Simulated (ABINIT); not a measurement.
# C (Fd-3m) in ABINIT: notebook, part 2 of 2

ABINIT 10.8.3 (patched build).

**3. Single point, LDA**

Contents of run.abi:

```
pp_dirpath "./"
pseudos "C.upf"

acell 2.5220660407 2.5220660407 2.5220660407 Angstrom
rprim
     0.0000000000     0.7071067812     0.7071067812
     0.7071067812     0.0000000000     0.7071067812
     0.7071067812     0.7071067812     0.0000000000
ntypat 1
znucl 6
natom 2
typat 1 1
xcart
     2.6750550000     2.6750550000     2.6750550000
     1.7833700000     1.7833700000     1.7833700000 Angstrom

ecut 37.0

kptopt 1
ngkpt 10 10 10
nshiftk 1
shiftk 0.0 0.0 0.0

ixc 7

nband 8
occopt 3
tsmear 0.00183747

nstep 100
tolvrs 1.0e-10

iomode 3
prtwf 0
prtden 0
prteig 0
prtebands 0
enunit 1
```

Potentials or basis: PseudoDojo NC SR LDA v0.4.1 standard.

Launch:

```console
> abinit run.abi > log 2>&1
```

run.abo:

```text
.Version 10.8.3 of ABINIT
 Symmetries : space group Fd -3 m (#227); Bravais cF (face-center cubic)
================================================================================
 Values of the parameters that define the memory need of the present run
     intxc =       0    ionmov =       0      iscf =       7    lmnmax =       4
     lnmax =       4     mgfft =      30  mpssoang =       2    mqgrid =    3001
     natom =       2  nloc_mem =       1    nspden =       1   nspinor =       1
    nsppol =       1      nsym =      48    n1xccc =    2501    ntypat =       1
    occopt =       3   xclevel =       1
       mpw =         845          nfft =       27000          nkpt =          47
================================================================================
================================================================================

--------------------------------------------------------------------------------
------------- Echo of variables that govern the present computation ------------
--------------------------------------------------------------------------------
 -outvars: echo values of preprocessed input variables --------
            acell      4.7660140884E+00  4.7660140884E+00  4.7660140884E+00 Bohr
              amu      1.20110000E+01
             ecut      3.70000000E+01 Hartree
           enunit           1
              ixc           7
         kptrlatt       10    0    0      0   10    0      0    0   10
          kptrlen      4.76601409E+01
            natom           2
            nband           8
            ngfft          30      30      30
             nkpt          47
            nstep         100
             nsym          48
           ntypat           1
           occopt           3
           prtden           0
        prtebands           0
           prteig           0
            prtwf           0
            rprim      0.0000000000E+00  7.0710678120E-01  7.0710678120E-01
                       7.0710678120E-01  0.0000000000E+00  7.0710678120E-01
                       7.0710678120E-01  7.0710678120E-01  0.0000000000E+00
          spgroup         227
           tolvrs      1.00000000E-10
           tsmear      1.83747000E-03 Hartree
            typat      1  1
           xangst      2.6750550000E+00  2.6750550000E+00  2.6750550000E+00
                       1.7833700000E+00  1.7833700000E+00  1.7833700000E+00
            xcart      5.0551213217E+00  5.0551213217E+00  5.0551213217E+00
[... 113 lines left out ...]
    1       0.000000000000      0.000000000000     -0.000000000000
    2      -0.000000000000     -0.000000000000      0.000000000000

 cartesian coordinates (angstrom) at end:
    1      2.67505500000330     2.67505500000330     2.67505500000330
    2      1.78336999999670     1.78336999999670     1.78336999999670

 cartesian forces (hartree/bohr) at end:
    1      0.00000000000000     0.00000000000000    -0.00000000000000
    2     -0.00000000000000    -0.00000000000000     0.00000000000000
 frms,max,avg= 3.5616108E-30 5.6178657E-30   0.000E+00  0.000E+00  0.000E+00 h/b

 cartesian forces (eV/Angstrom) at end:
    1      0.00000000000000     0.00000000000000    -0.00000000000000
    2     -0.00000000000000    -0.00000000000000     0.00000000000000
 frms,max,avg= 1.8314539E-28 2.8888227E-28   0.000E+00  0.000E+00  0.000E+00 e/A
 length scales=  4.766014088376  4.766014088376  4.766014088376 bohr
              =  2.522066040700  2.522066040700  2.522066040700 angstroms
 Fermi (or HOMO) energy (eV) =  12.78983   Average Vxc (eV)= -13.71811
 Eigenvalues (   eV  ) for nkpt=  47  k points:
 kpt#   1, nband=  8, wtk=  0.00100, kpt=  0.0000  0.0000  0.0000 (reduced coord)
 -11.31273   10.03531   10.03531   10.03531   15.59616   15.59616   15.59616   23.55268
 prteigrs : prtvol=0 or 1, do not print more k-points.

--- !EnergyTerms
iteration_state     : {dtset: 1, }
comment             : Components of total free energy in Hartree
kinetic             :  8.52275372295559E+00
hartree             :  9.56771088226917E-01
xc                  : -4.33221443293196E+00
Ewald energy        : -1.27873442426047E+01
psp_core            :  9.09412870279038E-01
local_psp           : -4.68051989862845E+00
non_local_psp       : -6.52685256404020E-01
internal            : -1.20638261491076E+01
'-kT*entropy'       :  3.97575126155601E-16
total_energy        : -1.20638261491076E+01
total_energy_eV     : -3.28273432947732E+02
band_energy         :  3.27132322434080E-01
...

 Cartesian components of stress tensor (hartree/bohr^3)
  sigma(1 1)=  4.06864145E-04  sigma(3 2)=  0.00000000E+00
  sigma(2 2)=  4.06864145E-04  sigma(3 1)=  0.00000000E+00
  sigma(3 3)=  4.06864145E-04  sigma(2 1)=  0.00000000E+00

-Cartesian components of stress tensor (GPa)         [Pressure= -1.1970E+01 GPa]
- sigma(1 1)=  1.19703564E+01  sigma(3 2)=  0.00000000E+00
- sigma(2 2)=  1.19703564E+01  sigma(3 1)=  0.00000000E+00
- sigma(3 3)=  1.19703564E+01  sigma(2 1)=  0.00000000E+00

== END DATASET(S) ==============================================================
================================================================================

 -outvars: echo values of variables after computation  --------
            acell      4.7660140884E+00  4.7660140884E+00  4.7660140884E+00 Bohr
           etotal     -1.2063826149E+01
            fcart      7.4124616627E-31  2.4383097575E-30 -5.6178656812E-30
                      -7.4124616627E-31 -2.4383097575E-30  5.6178656812E-30
            rprim      0.0000000000E+00  7.0710678120E-01  7.0710678120E-01
                       7.0710678120E-01  0.0000000000E+00  7.0710678120E-01
                       7.0710678120E-01  7.0710678120E-01  0.0000000000E+00
           strten      4.0686414527E-04  4.0686414527E-04  4.0686414527E-04
                       0.0000000000E+00  0.0000000000E+00  0.0000000000E+00
           xangst      2.6750550000E+00  2.6750550000E+00  2.6750550000E+00
                       1.7833700000E+00  1.7833700000E+00  1.7833700000E+00
             xred      7.5000000000E-01  7.5000000000E-01  7.5000000000E-01
                       5.0000000000E-01  5.0000000000E-01  5.0000000000E-01
 Calculation completed.
```

Wall time 6.3 s (1 thread of Intel Xeon at 2.70GHz, shared host); peak memory 0.06 GiB.

What came out:

| Property | Result |
| --- | --- |
| Free energy | -328.2734 eV |
| Pressure | -12.0 GPa |
| Band gap on the k mesh | 4.18 eV, indirect (least direct gap 5.56 eV) |
| All electrons inside the program's atomic spheres | C 4.65, 4.69 (radii [1.0584] Å) |

A k mesh can miss the band edges. A hybrid or GW would open this gap; LDA tends to underestimate it.

**4. Single point, PBE**

Contents of run.abi:

```
pp_dirpath "./"
pseudos "06_C_4_1.2_1.2_pbe_n_v1.0.psp8"

acell 3*1.0
rprim
     0.0000000000     3.3700808789     3.3700808789
     3.3700808789     0.0000000000     3.3700808789
     3.3700808789     3.3700808789     0.0000000000
ntypat 1
znucl 6
natom 2
typat 1 1
xred
     0.7500000000     0.7500000000     0.7500000000
     0.5000000000     0.5000000000     0.5000000000

ecut 33.0

kptopt 1
ngkpt 10 10 10
nshiftk 1
shiftk 0.0 0.0 0.0

ixc 11

nband 8
occopt 3
tsmear 0.05 eV

nstep 100
tolvrs 1.0e-10

iomode 3
prtwf 0
prteig 0
prtebands 0
enunit 2
prtden 1
prtvha 1
prtvclmb 1
prtpot 1
prtelf 1
```

Potentials or basis: SPMS NC PBE v1.0.

Launch:

```console
> abinit run.abi > log 2>&1
```

It took 7.3 s on 1 thread of Intel Xeon at 2.70GHz, shared host; peak memory 0.06 GiB.

The run converged. Its results:

```
Free energy                                       : -327.5255 eV
Band gap on the k mesh                            : 4.22 eV, indirect (least direct gap 5.62 eV)
All electrons inside the program's atomic spheres : C 4.68, 4.66 (radii [1.0584] Å)
```

Levels at points of the mesh, in eV from the valence-band top:
```tsv
k point	band 2	band 3	band 4	band 5	band 6	band 7
(0.00, 0.00, 0.00)	0.00	0.00	0.00	5.62	5.62	5.62
(0.50, 0.00, 0.00)	-13.40	-2.82	-2.82	8.52	8.52	8.88
(0.50, 0.50, 0.00)	-12.79	-6.32	-6.32	4.82	4.82	16.82
```

Caveat: the cutoff is too short for stress, so the log's stress isn't used. A k mesh can miss the band edges.

**5. Single point, PBEsol**

Contents of run.abi:

```
# Pseudopotentials
pp_dirpath "./"
pseudos "C.GGA_PBE-JTH.xml"

# Structure
acell 3*1.0 Angstrom
rprim
     0.0000000000     1.7833700000     1.7833700000
     1.7833700000     0.0000000000     1.7833700000
     1.7833700000     1.7833700000     0.0000000000
ntypat 1
znucl 6
natom 2
typat 1 1
xcart
     5.0551213183     5.0551213183     5.0551213183
     3.3700808789     3.3700808789     3.3700808789

# Plane-wave basis
ecut 14.0
pawecutdg 28.0

# k points
kptopt 1
ngkpt 10 10 10
nshiftk 1
shiftk 0.0 0.0 0.0

# Exchange and correlation
ixc -116133

# Bands and occupations
nband 8
occopt 3
tsmear 0.00183747

# SCF cycle
nstep 100
tolvrs 1.0e-9

# Output
iomode 3
prtwf 0
prtden 0
prteig 0
prtebands 0
enunit 1
```

Potentials or basis: JTH PAW PBE v2.0.

Launch:

```console
> abinit run.abi > log 2>&1
```

Wall time 5.7 s (1 thread of Intel Xeon at 2.70GHz, shared host); peak memory 0.07 GiB.

It converged, with:

* Free energy: -311.6708 eV
* Band gap on the k mesh: 4.02 eV, indirect (least direct gap 5.54 eV)

Levels at points of the mesh, in eV from the valence-band top:
```
           k point  band 1  band 2  band 3  band 4  band 5  band 6  band 7  band 8
(0.00, 0.00, 0.00)  -21.53    0.00    0.00    0.00    5.54    5.54    5.54   13.34
(0.50, 0.00, 0.00)  -15.70  -13.45   -2.81   -2.81    8.39    8.39    8.82   15.49
(0.50, 0.50, 0.00)  -12.78  -12.78   -6.33   -6.33    4.59    4.59   16.80   16.80
```

Caveat: the cutoff is too short for stress, so the log's stress isn't used; the PAW data sets were made with another functional, which shifts forces and pressure a little; the atomic spheres overlap.

**6. Single point, LDA**

Contents of run.abi:

```
# Pseudopotentials
pp_dirpath "./"
pseudos "C.upf"

# Structure
acell 3*1.0
rprim
     0.0000000000     3.3700808789     3.3700808789
     3.3700808789     0.0000000000     3.3700808789
     3.3700808789     3.3700808789     0.0000000000
ntypat 1
znucl 6
natom 2
typat 1 1
xcart
     2.6750550000     2.6750550000     2.6750550000
     1.7833700000     1.7833700000     1.7833700000 Angstrom

# Plane-wave basis
ecut 1006.821291 eV

# k points
kptopt 1
ngkpt 10 10 10
nshiftk 1
shiftk 0.0 0.0 0.0

# Exchange and correlation
ixc 7

# Bands and occupations
nband 8
occopt 3
tsmear 0.00183747

# SCF cycle
nstep 100
tolvrs 1.0e-10

# Output
iomode 3
prtwf 0
prtden 0
prteig 0
prtebands 0
enunit 2
```

Potentials or basis: PseudoDojo NC SR LDA v0.4.1 standard.

Launch:

```console
> abinit run.abi > log 2>&1
```

Run time: 6.6 s. Hardware: 1 thread of Intel Xeon at 2.70GHz, shared host; peak memory 0.06 GiB.

Results (log left out):

| Property | Result |
| --- | --- |
| Free energy | -328.2734 eV |
| Pressure | -12.0 GPa |
| Band gap on the k mesh | 4.18 eV, indirect (least direct gap 5.56 eV) |
| All electrons inside the program's atomic spheres | C 4.65, 4.69 (radii [1.0584] Å) |

Levels at points of the mesh, in eV from the valence-band top:
| k point | band 1 | band 2 | band 3 | band 4 | band 5 | band 6 | band 7 | band 8 |
| --- | --- | --- | --- | --- | --- | --- | --- | --- |
| (0.00, 0.00, 0.00) | -21.35 | 0.00 | 0.00 | 0.00 | 5.56 | 5.56 | 5.56 | 13.52 |
| (0.50, 0.00, 0.00) | -15.51 | -13.39 | -2.81 | -2.81 | 8.43 | 8.43 | 9.04 | 15.40 |
| (0.50, 0.50, 0.00) | -12.64 | -12.64 | -6.32 | -6.32 | 4.76 | 4.76 | 16.62 | 16.62 |

A k mesh can miss the band edges. A hybrid or GW would open this gap; LDA tends to underestimate it.

**7. The runs side by side**

```tsv
level	potentials or basis	cutoff (eV)	fine-grid cutoff	gap on the mesh (eV)
LDA	PseudoDojo NC SR LDA v0.4.1 standard	1007	-	4.18
PBE	SPMS NC PBE v1.0	898	-	4.22
PBEsol	JTH PAW PBE v2.0	381	761.919 eV	4.02
```

Alike in all rows: task single point; no spin polarisation; cell as given; k mesh 10 × 10 × 10; smearing fermi-dirac 0.05 eV.

Caveats: the PAW data sets were made with another functional, which shifts forces and pressure a little (some runs); the atomic spheres overlap (some runs).

Total energies depend on the potentials used, so only differences within one code and one set of settings carry meaning.
